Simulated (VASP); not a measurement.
A run of VASP 6.6.1 is set up as follows.

POSCAR

```
GaN
1.0
    3.1800000000      0.0000000000      0.0000000000
   -1.5900000000      2.7539607840      0.0000000000
    0.0000000000      0.0000000000      5.1660000000
Ga N
2 2
Direct
    0.6666666667      0.3333333333      0.5000000000
    0.3333333333      0.6666666667      0.0000000000
    0.6666666667      0.3333333333      0.8750000000
    0.3333333333      0.6666666667      0.3750000000
```

File INCAR.step1:

```
PREC = Accurate
ENCUT = 600
EDIFF = 1E-8
ISMEAR = -1
SIGMA = 0.05
LREAL = F
LASPH = T
NELM = 100
ALGO = Normal
ISIF = 3
LWAVE = F
LCHARG = F
GGA = PE
IBRION = 2
NSW = 40
EDIFFG = -0.002
```

Contents of INCAR.step2:

```
PREC = Accurate
ENCUT = 600
EDIFF = 1E-8
ISMEAR = -1
SIGMA = 0.05
LREAL = F
LASPH = T
NELM = 100
ALGO = Normal
ISIF = 3
LWAVE = F
LCHARG = F
GGA = PE
IBRION = 6
NFREE = 2
POTIM = 0.015
NSW = 1
```

KPOINTS

```
Automatic mesh
0
Gamma
  7 7 4
```

Potentials or basis: VASP PAW PBE potentials, release 64 (Ga_d, N).

The run is started by

```sh
$ cat potpaw_PBE.64/Ga_d/POTCAR potpaw_PBE.64/N/POTCAR > POTCAR
$ cp INCAR.step1 INCAR
$ mpirun -np 1 vasp_std > vasp.out
$ cp CONTCAR POSCAR
$ cp INCAR.step2 INCAR
$ mpirun -np 1 vasp_std > vasp.out
```

Problem. What does it give for the Voigt bulk modulus?

Solution. 171 GPa.

Problem. What does it give for the highest phonon frequency at Γ, LO-TO splitting left out?

Solution. 654 cm⁻¹.

Problem. Estimate the relaxed volume.

Solution. 11.76 Å³/atom.

Problem. Predict the space group after relaxing (to 0.05 Å).

Solution. P6_3mc (No. 186).

Problem. Estimate the relaxed cell.

Solution. a = 3.218 Å, b = 3.218 Å, c = 5.243 Å, α = 90.00°, β = 90.00°, γ = 120.00°.

Final structure:
```yaml
crystal:
  lattice:
    - [3.21812, 0.00000, 0.00000]
    - [-1.60906, 2.78697, 0.00000]
    - [0.00000, 0.00000, 5.24290]
  atoms:
    - { symbol: Ga, position: [0.66667, 0.33333, 0.49914] }
    - { symbol: Ga, position: [0.33333, 0.66667, 0.99914] }
    - { symbol: N, position: [0.66667, 0.33333, 0.87586] }
    - { symbol: N, position: [0.33333, 0.66667, 0.37586] }
```
